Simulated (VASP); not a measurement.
Runs of VASP 6.6.1 on V. The structure is cubic, space group Im-3m (No. 229). The conventional cell has a = 3.029 Å, b = 3.029 Å, c = 3.029 Å, α = 90.00°, β = 90.00°, γ = 90.00°. Around V (site symmetry m-3m) lie 8 V at 2.62 Å. 

| task | level | potentials or basis | U | cell | k mesh | cutoff (eV) | smearing | LDAUTYPE | hund's J | ladder | k mesh for the DOS | occupations for the DOS | gap on the mesh (eV) | pressure (GPa) | moment (μB) | relaxed volume (Å³/atom) |
| --- | --- | --- | --- | --- | --- | --- | --- | --- | --- | --- | --- | --- | --- | --- | --- | --- |
| electric field gradients | PBEsol+U | VASP PAW PBE potentials, release 64 (V) | V d U = 6 eV, J = 1.0 eV | as given | 12 × 12 × 12 | 500 | tetrahedron | 2 | 1 | - | - | - | none | 29.6 | 2.05 | - |
| single point | PBEsol | VASP PAW PBE potentials, release 64 (V_sv) | - | as given | 12 × 12 × 12 | 520 | fermi-dirac 0.05 eV | - | - | free | - | - | none | -11.9 | 0.00 | - |
| relaxation of cell and atoms | PBEsol+rVV10 | VASP PAW PBE potentials, release 64 (V_sv) | - | relaxed | 12 × 12 × 12 | 600 | fermi-dirac 0.05 eV | - | - | - | - | - | none | 0.0 | 0.00 | (b) |
| relaxation of cell and atoms | revPBE+D3(BJ) | VASP PAW PBE potentials, release 64 (V_sv) | - | relaxed | 12 × 12 × 12 | 600 | fermi-dirac 0.05 eV | - | - | - | - | - | none | 0.0 | 0.00 | 12.52 |
| relaxation of cell and atoms | MS2 | VASP PAW PBE potentials, release 64 (V_sv) | - | relaxed | 12 × 12 × 12 | 600 | methfessel-paxton 0.1 eV | - | - | - | - | - | none | 0.0 | (c) | (a) |
| relaxation of cell and atoms | revPBE+D4 | VASP PAW PBE potentials, release 64 (V_sv) | - | relaxed | 12 × 12 × 12 | 600 | fermi-dirac 0.05 eV | - | - | - | - | - | none | -0.1 | 0.00 | 13.25 |
| density of states | rev-vdW-DF2+U | VASP PAW PBE potentials, release 64 (V_sv) | V d U = 4 eV, J = 0.9 eV | as given | 12 × 12 × 12 | 520 | methfessel-paxton 0.2 eV | 1 | 0.9 | - | 18 × 18 × 18 | tetrahedron | - | - | 0.92 | - |
| phonons | r2SCAN | VASP PAW PBE potentials, release 64 (V_sv) | - | relaxed | 9 × 9 × 9 | 600 | methfessel-paxton 0.1 eV | - | - | - | - | - | - | - | 0.41 | - |

Alike in all rows: spin collinear, ferromagnetic start.

Problem. Estimate the missing entries.

Solution. (a) 13.23; (b) 12.90; (c) 0.25.

Caveats: the PAW data sets were made with another functional, which shifts forces and pressure a little; pairwise dispersion overbinds metals, which lowers pressure and volume (some runs); the U is typed as a test and isn't derived for this compound (some runs); a pressure of tens of GPa on the cell as given is suspect, and the run, the potentials or the cell itself is likely at fault (some runs).

A k mesh can miss the band edges.

A gap of «none» marks a metal or a gap under the smearing width.

Not every run made on this cell is shown here.
